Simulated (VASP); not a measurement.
# Te2Pt (P-3m1) in VASP: single point with PBE+D3(BJ)

Aim: the single point of Te2Pt with PBE+D3(BJ).

Program: VASP 6.6.1. These are calculated values, not measurements. Logs are shortened: lines on timing, memory, paths and dates and some standing lists are left out, and cuts for length are marked.

## Step 1: Starting point

Symmetry: P-3m1, No. 164, trigonal system. Conventional cell: a = 4.048 Å, b = 4.048 Å, c = 5.101 Å, α = 90.00°, β = 90.00°, γ = 120.00°. Te (site symmetry 3m) is surrounded by 3 Pt at 2.70 Å. Pt (site symmetry -3m) has 6 Te at 2.70 Å as nearest neighbours.

## Step 2: Single point, PBE+D3(BJ)

INCAR

```
SYSTEM = Te2Pt
PREC = Accurate
ENCUT = 520
EDIFF = 1E-6
ISMEAR = 1
SIGMA = 0.1
LREAL = .False.
LASPH = .True.
NELM = 80
ALGO = Normal
ISIF = 2
LWAVE = .False.
LCHARG = .False.
GGA = PE
IVDW = 12
ICORELEVEL = 1
```

KPOINTS

```
Automatic mesh
0
Gamma
  12 12 11
  0 0 0
```

POSCAR

```
Te2Pt
1.0
    4.0477877900      0.0000000000      0.0000000000
   -2.0238941000      3.5054871800      0.0000000000
    0.0000000000      0.0000000000      5.1006200000
Te Pt
2 1
Direct
    0.3333330000      0.6666660000      0.2667070000
    0.6666670000      0.3333340000      0.7332930000
    0.0000000000      0.0000000000      0.0000000000
```

Potentials or basis: VASP PAW PBE potentials, release 64 (Te, Pt).

The run is started by

```bash
$ cat potpaw_PBE.64/Te/POTCAR potpaw_PBE.64/Pt/POTCAR > POTCAR
$ mpirun -np 1 vasp_std > vasp.out
```

OUTCAR:

```text
SYSTEM = Te2Pt
   PREC = Accurate
   ENCUT = 520
   EDIFF = 1E-6
   ISMEAR = 1
   LREAL = .False.
   LASPH = .True.
   NELM = 80
   ISIF = 2
   GGA = PE
   IVDW = 12
 IVDW          = 12

 ion  position               nearest neighbor table
   1  0.333  0.667  0.267-   3 2.70   3 2.70   3 2.70   2 3.34   2 3.34   2 3.34   2 3.59   2 3.59
                             2 3.59
   2  0.667  0.333  0.733-   3 2.70   3 2.70   3 2.70   1 3.34   1 3.34   1 3.34   1 3.59   1 3.59
                             1 3.59
   3  0.000  0.000  0.000-   1 2.70   2 2.70   2 2.70   1 2.70   1 2.70   2 2.70

  LATTYP: Found a hexagonal cell.
 ALAT       =     4.0477877900
 C/A-ratio  =     1.2601006438

  Lattice vectors:

 A1 = (   4.0477877900,   0.0000000000,   0.0000000000)
 A2 = (  -2.0238941000,   3.5054871800,   0.0000000000)
 A3 = (   0.0000000000,   0.0000000000,   5.1006200000)

Analysis of symmetry for initial positions (statically):
=====================================================================
 Subroutine PRICEL returns:
 Original cell was already a primitive cell.

 Routine SETGRP: Setting up the symmetry group for a
 hexagonal supercell.

 Subroutine GETGRP returns: Found 12 space group operations
 (whereof 12 operations were pure point group operations)
 out of a pool of 24 trial point group operations.

The static configuration has the point symmetry D_3d.

Analysis of symmetry for dynamics (positions and initial velocities):
=====================================================================
 Subroutine PRICEL returns:
 Original cell was already a primitive cell.

 Routine SETGRP: Setting up the symmetry group for a
 hexagonal supercell.

 Subroutine GETGRP returns: Found 12 space group operations
 (whereof 12 operations were pure point group operations)
 out of a pool of 24 trial point group operations.

The dynamic configuration has the point symmetry D_3d.

 Subroutine INISYM returns: Found 12 space group operations
 (whereof 12 operations are pure point group operations),
 and found     1 'primitive' translations

----------------------------------------------------------------------------------------

                                     Primitive cell

  volume of cell :      72.3751

  direct lattice vectors                    reciprocal lattice vectors
     4.047787790  0.000000000  0.000000000     0.247048524  0.142633541  0.000000000
    -2.023894100  3.505487180  0.000000000     0.000000000  0.285267054  0.000000000
     0.000000000  0.000000000  5.100620000     0.000000000  0.000000000  0.196054597

  length of vectors
     4.047787790  4.047788001  5.100620000     0.285267069  0.285267054  0.196054597

  position of ions in fractional coordinates (direct lattice)
     0.333333000  0.666666000  0.266707000
     0.666667000  0.333334000  0.733293000
     0.000000000  0.000000000  0.000000000

  ion indices of the primitive-cell ions
   primitive index   ion index
                 1           1
                 2           2
                 3           3

----------------------------------------------------------------------------------------

 KPOINTS: Automatic mesh

Automatic generation of k-mesh.
 Grid dimensions read from file:
 generate k-points for:   12   12   11

 Generating k-lattice:

  Cartesian coordinates                     Fractional coordinates (reciprocal lattice)
     0.020587377  0.011886128  0.000000000     0.083333333  0.000000000  0.000000000
     0.000000000  0.023772254  0.000000000     0.000000000  0.083333333  0.000000000
     0.000000000  0.000000000  0.017823145     0.000000000  0.000000000  0.090909091

  Length of vectors
     0.023772256  0.023772254  0.017823145

  Shift w.r.t. Gamma in fractional coordinates (k-lattice)
     0.000000000  0.000000000  0.000000000

 Subroutine IBZKPT returns following result:
 ===========================================

 Found    174 irreducible k-points:

 Following reciprocal coordinates:
            Coordinates               Weight
  0.000000  0.000000  0.000000      1.000000
  0.083333  0.000000  0.000000      6.000000
  0.166667  0.000000  0.000000      6.000000
  0.250000 -0.000000  0.000000      6.000000
  0.333333  0.000000  0.000000      6.000000
  0.416667  0.000000  0.000000      6.000000
[... 16 lines left out ...]
  0.166667  0.000000  0.090909      6.000000
  0.000000  0.166667  0.090909      6.000000
 [... further k-points ...]
   k-points           NKPTS =    174   k-points in BZ     NKDIM =    174   number of bands    NBANDS=     15
   number of dos      NEDOS =    301   number of ions     NIONS =      3
   total plane-waves  NPLWV =  36000
   dimension x,y,z NGX =    30 NGY =   30 NGZ =   40
   dimension x,y,z NGXF=    60 NGYF=   60 NGZF=   80
   ions per type =               2   1
   NGX,Y,Z   is equivalent  to a cutoff of  12.32, 12.32, 13.04 a.u.
   NGXF,Y,Z  is equivalent  to a cutoff of  24.64, 24.64, 26.07 a.u.
 SYSTEM =  Te2Pt
   PREC   = accura    normal or accurate (medium, high low for compatibility)
   ISTART =      0    job   : 0-new  1-cont  2-samecut
   ICHARG =      2    charge: 1-file 2-atom 10-const
   ISPIN  =      1    spin polarized calculation?
   LNONCOLLINEAR =      F non collinear calculations
   LSORBIT =      F    spin-orbit coupling
   LASPH  =      T    aspherical Exc in radial PAW
   ENCUT  =  520.0 eV  38.22 Ry    6.18 a.u.   7.53  7.53  9.48*2*pi/ulx,y,z
   NELM   =     80;   NELMIN=  2; NELMDL= -5     # of ELM steps
   EDIFF  = 0.1E-05   stopping-criterion for ELM
   LREAL  =      F    real-space projection
   EDIFFG = 0.1E-04   stopping-criterion for IOM
   NSW    =      0    number of steps for IOM
   IBRION =     -1    ionic relax: 0-MD 1-quasi-New 2-CG
   NFREE  =      0    steps in history (QN), initial steepest desc. (CG)
   ISIF   =      2    stress and relaxation
   ISYM   =      2    0-nonsym 1-usesym 2-fastsym
   POTIM  = 0.5000    time-step for ionic-motion
   TEBEG  =    0.0;   TEEND  =   0.0 temperature during run
   PSTRESS=    0.0 pullay stress
   NELECT =      22.0000    total number of electrons
   NUPDOWN=      -1.0000    fix difference up-down
   EMIN   =  10.00;   EMAX   =-10.00  energy-range for DOS
   EFERMI =   0.00;   METHOD = LEGACY
   ISMEAR =     1;   SIGMA  =   0.10  broadening in eV -4-tet -1-fermi 0-gaus
   EFERMI_NEDOS =   21; number of points for ismear=-14 and -15
   IALGO  =     38    algorithm
   IMIX   =      4    mixing-type and parameters
     AMIX     =   0.40;   BMIX     =  1.00
     AMIX_MAG =   1.60;   BMIX_MAG =  1.00
  volume/ion in A,a.u.               =      24.13       162.80
  Fermi-wavevector in a.u.,A,eV,Ry     =   1.100743  2.080103 16.485304  1.211636
  Thomas-Fermi vector in A             =   2.237159
   LORBIT       =      0    0 simple, 1 ext, 2 COOP (PROOUT), +10 PAW based schemes
   GGA     = PE    functional components
   LHFCALC =     F    Hartree Fock is set to
   AEXX    =    0.0000 exact exchange contribution
   IVDW    =    12    specifies the selected vdW correction
   LEPSILON=     F    determine dielectric tensor
   LRPA    =     F    only Hartree local field effects (RPA)
 non-spin polarized calculation
 Methfessel and Paxton  Order N= 1 SIGMA  =   0.10
  energy-cutoff  :      520.00
  volume of cell :       72.38
 maximum number of plane-waves:      1981
   NGX = 15   NGY = 15   NGZ = 19

 number of electron      21.9999996 magnetization

 Free energy of the ion-electron system (eV)
  ---------------------------------------------------
  ext. energy  EPLUGINS =         0.00000000
  ---------------------------------------------------
  free energy    TOTEN  =       -13.51535251 eV

  energy without entropy =      -13.51478332  energy(sigma->0) =      -13.51516278

 the core state eigenenergies are
   1-  1s -31608.1032  2s  -4835.6381  2p  -4339.0389  3s   -951.8381  3p   -790.4963
       3d   -546.7460  4s   -151.3207  4p   -101.3575  4d    -28.6709
   2-  1s -31608.1032  2s  -4835.6381  2p  -4339.0389  3s   -951.8381  3p   -790.4963
       3d   -546.7460  4s   -151.3207  4p   -101.3575  4d    -28.6709
   3-  1s -78390.0921  2s -13759.7534  2p -11920.0224  3s  -3223.6239  3p  -2688.1246
       3d  -2108.4957  4s   -683.9467  4p   -508.3927  4d   -295.4691  4f    -58.8830
       5s    -90.3881  5p    -44.5071

 E-fermi :   8.8671     XC(G=0): -10.6234

 val. band max:        8.8623594360   @ k =   0.0833   0.0000   0.0909
 cond. band min:       8.8703196389   @ k =   0.0833   0.0000   0.1818
 fundamental gap:      0.0079602030
 Fermi energy:         8.8670580304

 k-point     1 :       0.0000    0.0000    0.0000
  band No.  band energies     occupation
      1      -5.2316      2.00000
      2      -1.6251      2.00000
      3       2.1046      2.00000
      4       3.2025      2.00000
      5       3.2025      2.00000
      6       5.1590      2.00000
      7       5.1590      2.00000
      8       6.2047      2.00000
      9       8.3849      2.00000
     10       8.3849      2.00000
     11       9.6547     -0.00000
     12       9.6547     -0.00000
     13      10.4767     -0.00000
     14      11.4716      0.00000
     15      13.0780      0.00000

 k-point     2 :       0.0833    0.0000    0.0000
  band No.  band energies     occupation
      1      -5.1568      2.00000
      2      -1.6747      2.00000
      3       2.1923      2.00000
      4       3.2431      2.00000
      5       3.2715      2.00000
      6       5.0972      2.00000
      7       5.1233      2.00000
      8       6.1137      2.00000
      9       7.8136      2.00000
     10       8.0981      2.00000
     11       9.2020     -0.00002
     12       9.9142     -0.00000
     13      10.7853     -0.00000
     14      11.9513      0.00000
     15      13.4457      0.00000

 k-point     3 :       0.1667    0.0000    0.0000
  band No.  band energies     occupation
      1      -4.9373      2.00000
      2      -1.8139      2.00000
      3       2.4470      2.00000
      4       3.3588      2.00000
      5       3.4586      2.00000
      6       4.8438      2.00000
      7       5.0358      2.00000
      8       5.8010      2.00000
      9       7.0001      2.00000
     10       7.5428      2.00000
     11       8.5026      2.00000
     12      10.3875     -0.00000
     13      10.8351     -0.00000
     14      12.7489      0.00000
     15      13.6248      0.00000

 k-point     4 :       0.2500   -0.0000    0.0000
  band No.  band energies     occupation
      1      -4.5886      2.00000
      2      -2.0230      2.00000
      3       2.8359      2.00000
      4       3.5287      2.00000
      5       3.6286      2.00000
      6       4.3110      2.00000
      7       4.9484      2.00000
      8       5.4920      2.00000
      9       6.5799      2.00000
     10       6.9434      2.00000
     11       7.7322      2.00000
     12      10.4502     -0.00000
     13      10.8451     -0.00000
     14      12.7561      0.00000
     15      14.2126      0.00000
[... 307 lines left out ...]
 k-point    22 :       0.0000    0.0833    0.0909
  band No.  band energies     occupation
      1      -5.1150      2.00000
      2      -1.8220      2.00000
      3       2.3382      2.00000
      4       3.2322      2.00000
      5       3.3274      2.00000
      6       5.0734      2.00000
      7       5.1298      2.00000
      8       6.1175      2.00000
      9       7.5761      2.00000
     10       8.3204      2.00000
     11       9.5767     -0.00000
     12       9.6079     -0.00000
     13      10.5214     -0.00000
     14      12.0631      0.00000
     15      13.4286      0.00000

 k-point    23 :       0.1667    0.0000    0.0909
  band No.  band energies     occupation
      1      -4.8941      2.00000
      2      -1.9445      2.00000
      3       2.5549      2.00000
      4       3.4070      2.00000
      5       3.4795      2.00000
      6       4.9080      2.00000
      7       4.9923      2.00000
      8       5.8677      2.00000
      9       7.1304      2.00000
     10       7.3614      2.00000
     11       7.9707      2.00000
     12      10.8006     -0.00000
     13      10.9895      0.00000
     14      12.8779      0.00000
     15      13.8528      0.00000

 k-point    24 :       0.0000    0.1667    0.0909
  band No.  band energies     occupation
      1      -4.8990      2.00000
      2      -1.9142      2.00000
      3       2.4443      2.00000
      4       3.3249      2.00000
      5       3.6103      2.00000
      6       4.7327      2.00000
      7       5.0604      2.00000
      8       5.7740      2.00000
      9       6.9630      2.00000
     10       7.8006      2.00000
     11       9.0274     -0.04580
     12       9.9065     -0.00000
     13      10.4395     -0.00000
     14      12.7162      0.00000
     15      13.3463      0.00000

 [... further k-points ...]

------------------------ aborting loop because EDIFF is reached ----------------------------------------

 Edisp (eV)   -1.69932

 E8    (eV) :    -0.7800

  FORCE on cell =-STRESS in cart. coord.  units (eV):
  Direction    XX          YY          ZZ          XY          YZ          ZX
  --------------------------------------------------------------------------------------
  -------------------------------------------------------------------------------------
  Total       0.03268     0.03268    -0.05984    -0.00000     0.00000     0.00000
  in kB       0.72336     0.72336    -1.32471    -0.00000     0.00000     0.00000
  external pressure =        0.04 kB  Pullay stress =        0.00 kB

 VOLUME and BASIS-vectors are now :
 -----------------------------------------------------------------------------
  energy-cutoff  :      520.00
  volume of cell :       72.38
      direct lattice vectors                 reciprocal lattice vectors
     4.047787790  0.000000000  0.000000000     0.247048524  0.142633541  0.000000000
    -2.023894100  3.505487180  0.000000000     0.000000000  0.285267054  0.000000000
     0.000000000  0.000000000  5.100620000     0.000000000  0.000000000  0.196054597

 POSITION                                       TOTAL-FORCE (eV/Angst)
 -----------------------------------------------------------------------------------
     -0.00000      2.33699      1.36037         0.000000     -0.000000      0.016614
      2.02389      1.16850      3.74025        -0.000000      0.000000     -0.016614
      0.00000      0.00000      0.00000         0.000000      0.000000      0.000000
 -----------------------------------------------------------------------------------
    total drift:                                0.000000     -0.000000      0.000000

  FREE ENERGIE OF THE ION-ELECTRON SYSTEM (eV)
  ---------------------------------------------------
  free  energy   TOTEN  =       -15.2146719064 eV

  energy  without entropy=      -15.2141027186  energy(sigma->0) =      -15.21448218
```

It took 62 s on 1 thread of Intel Xeon 6975P-C (Granite Rapids), shared host; peak memory 0.35 GiB.

Results:

```
Free energy                : -15.2147 eV
Pressure                   : 0.0 GPa
Largest force              : 0.017 eV/Å
Band gap on the k mesh     : none (metal or under the smearing width)
Dispersion energy per atom : -0.566 eV
```

Forces on the atoms (eV/Å):
```
Te   0.000  0.000  0.017
Te   0.000  0.000 -0.017
Pt   0.000  0.000  0.000
```

Core levels (eV, on the scale of the bands):
```csv
atom,levels
1 Te,"1s -31608.1, 2s -4835.6, 2p -4339.0, 3s -951.8, 3p -790.5, 3d -546.7, 4s -151.3, 4p -101.4, 4d -28.7"
2 Te,"1s -31608.1, 2s -4835.6, 2p -4339.0, 3s -951.8, 3p -790.5, 3d -546.7, 4s -151.3, 4p -101.4, 4d -28.7"
3 Pt,"1s -78390.1, 2s -13759.8, 2p -11920.0, 3s -3223.6, 3p -2688.1, 3d -2108.5, 4s -683.9, 4p -508.4, 4d -295.5, 4f -58.9, 5s -90.4, 5p -44.5"
```

Caveat: pairwise dispersion overbinds metals, which lowers pressure and volume.
